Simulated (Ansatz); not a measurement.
Crystal: SnO2.

```
CELL_PARAMETERS angstrom
-5.48078 5.48078 1.61623
5.48078 -5.48078 1.61623
5.26584 5.26584 -1.61623
ATOMIC_POSITIONS crystal
Sn 0.35108 0.83107 0.18214
Sn 0.83107 0.64892 0.47999
Sn 0.16893 0.35108 0.52001
Sn 0.64892 0.16893 0.81786
O 0.20560 0.15493 0.36053
O 0.84507 0.20560 0.05067
O 0.79440 0.84507 0.63947
O 0.15493 0.79440 0.94933
O 0.16104 0.54296 0.70400
O 0.54296 0.83896 0.38192
O 0.45704 0.16104 0.61808
O 0.83896 0.45704 0.29600
```

The cell comes from a database or a generator and needn't be the stable form of this composition.

The cell isn't the ideal one: strained by -4 %.

* Program: Ansatz 0.2.0
* Task: relaxation of the atoms
* Functional: PBE
* Potentials or basis: Ansatz PAW
* Cutoff: 420 eV (not typed: the program's choice for these potentials)
* k mesh: 7 × 7 × 7
* Occupations: fermi-dirac, width 0.05 eV
* Spin: no spin polarisation

At the start: volume 15.55 Å³/atom.

Where does the relaxation end?

Over 6 steps the energy falls by 3.4 meV/atom; space group C2/m (No. 12, to 0.05 Å).

The path:
| step | energy change (eV) | largest force (eV/Å) |
| --- | --- | --- |
| 1 | 0.0000 | 0.5104 |
| 2 | -0.0059 | 0.6640 |
| 3 | -0.0363 | 0.1548 |
| 4 | -0.0396 | 0.0759 |
| 5 | -0.0403 | 0.0057 |
| 6 | -0.0403 | 0.0056 |

Final structure:
```yaml
crystal:
  lattice:
    - [-5.48078, 5.48078, 1.61623]
    - [5.48078, -5.48078, 1.61623]
    - [5.26584, 5.26584, -1.61623]
  atoms:
    - { symbol: Sn, position: [0.35093, 0.83503, 0.18596] }
    - { symbol: Sn, position: [0.83208, 0.65153, 0.48361] }
    - { symbol: Sn, position: [0.16792, 0.34847, 0.51639] }
    - { symbol: Sn, position: [0.64907, 0.16497, 0.81404] }
    - { symbol: O, position: [0.20724, 0.15482, 0.36206] }
    - { symbol: O, position: [0.84323, 0.21009, 0.05331] }
    - { symbol: O, position: [0.79276, 0.84518, 0.63794] }
    - { symbol: O, position: [0.15677, 0.78991, 0.94669] }
    - { symbol: O, position: [0.15822, 0.54025, 0.69847] }
    - { symbol: O, position: [0.54294, 0.83737, 0.38030] }
    - { symbol: O, position: [0.45706, 0.16263, 0.61970] }
    - { symbol: O, position: [0.84178, 0.45975, 0.30153] }
```

Caveat: the pressure holds a Pulay correction of +0.7 GPa for the finite cutoff; the thresholds are loose for stress.
